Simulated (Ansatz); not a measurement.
Level of theory: DFT PBE, scalar-relativistic, plane waves, PAW in Ansatz. All cells share a 420 eV cutoff and Γ-centred k meshes spaced at most about 0.3 Å⁻¹ (about 0.25 or finer for metals, 2π included). No spin polarisation in the final relaxations.

All energies are static (0 K, no zero-point motion). All come from trial cells, and lower structures may exist.

**Question.** Order these relaxed structures of InGa5P6 by energy, lowest first, with the energy over the lowest of them.
A. Space group Pmmm (No. 47), orthorhombic, a = 3.671 Å, b = 5.266 Å, c = 11.099 Å. Around In lie 6 P at 2.63–2.73 Å; Ga on a site of symmetry mm2 has 6 P at 2.60–2.64 Å; around Ga on a second site of symmetry mm2 lie 6 P at 2.52–2.63 Å; P on a site of symmetry mm2 has 4 Ga at 2.52–2.64 Å and 2 In at 2.73 Å; 4 more sites not described.
B. Space group P-4m2 (No. 115), tetragonal, a = 3.941 Å, c = 16.797 Å. In has 4 P at 2.54 Å; Ga on a site of symmetry 2mm has 4 P at 2.39–2.40 Å; Ga on a second site of symmetry 2mm is surrounded by 4 P at 2.40 Å; P on its first site is surrounded by 2 Ga at 2.39 Å and 2 In at 2.54 Å; 3 more sites not described.

**Answer.** B (0 meV/atom), A (384 meV/atom). Forms: B In and Ga ordered on zinc blende sites, P-4m2; A In and Ga ordered on rock salt sites, Pmmm. Counting P atoms around Ga and In (those within 1.25 times the shortest such distance or 1.15 times the sum of covalent radii): B has In 4, Ga 4; A has In 6, Ga 6.

Cells relaxed within their symmetry can be saddle points. Some candidate types were left out of the draw beforehand, so a known form may be missing.
